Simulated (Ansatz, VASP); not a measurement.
**Zn: VASP beside Ansatz**

INCAR

```
PREC = Accurate
ENCUT = 520
EDIFF = 1E-6
ISMEAR = 0
SIGMA = 0.15
LREAL = False
LASPH = True
NELM = 80
ALGO = Normal
ISIF = 2
LWAVE = False
LCHARG = False
GGA = CA
NBANDS = 12
```

KPOINTS

```
Automatic mesh
0
Gamma
  20 20 20
```

The input POSCAR:

```
Zn
1.0
   -1.4454131396      1.5056386871      1.4454131396
    1.4454131396     -1.5056386871      1.4454131396
    1.4454131396      1.5056386871     -1.4454131396
Zn
1
Direct
    0.0000000000      0.0000000000      0.0000000000
```

Input for Ansatz:

```yaml
crystal:
  lattice:
    - [-1.4454131396, 1.5056386871, 1.4454131396]
    - [1.4454131396, -1.5056386871, 1.4454131396]
    - [1.4454131396, 1.5056386871, -1.4454131396]
  atoms:
    - { symbol: Zn, position: [0.0, 0.0, 0.0] }
basis:
  ecutwfc: 520.0
kpoints:
  mp_grid: { grid: [20, 20, 20] }
hamiltonian:
  xc: lda
  pseudopotentials: { kind: paw }
scf:
  occupations: { method: gaussian, width: 0.15 }
output:
  forces: true
  stress: true
  eigenvalues: true
```

Change from the starting cell: normal strain along x -0.0400, normal strain along z -0.0400.

Alike in both runs: task single point; functional LDA; k mesh 20 × 20 × 20; occupations gaussian, width 0.15 eV; no spin polarisation.

```csv
,VASP,Ansatz
version,VASP 6.6.1,Ansatz 0.2.0
potentials or method,"VASP PAW LDA potentials, release 64 (Zn)","scalar-relativistic, plane waves, PAW"
plane-wave cutoff (eV),520,520
valence electrons in the cell,12,12
```

|  | VASP | Ansatz | Ansatz less VASP |
| --- | --- | --- | --- |
| gap on the k mesh at the Fermi level (eV) | none | none | - |
| pressure (GPa) | 10.7 | 9.7 | -0.96 |
| largest component of the traceless stress (GPa) | 1.83 | 1.84 | +0.013 |

A gap of «none» marks a metal or a gap that the smearing closes.
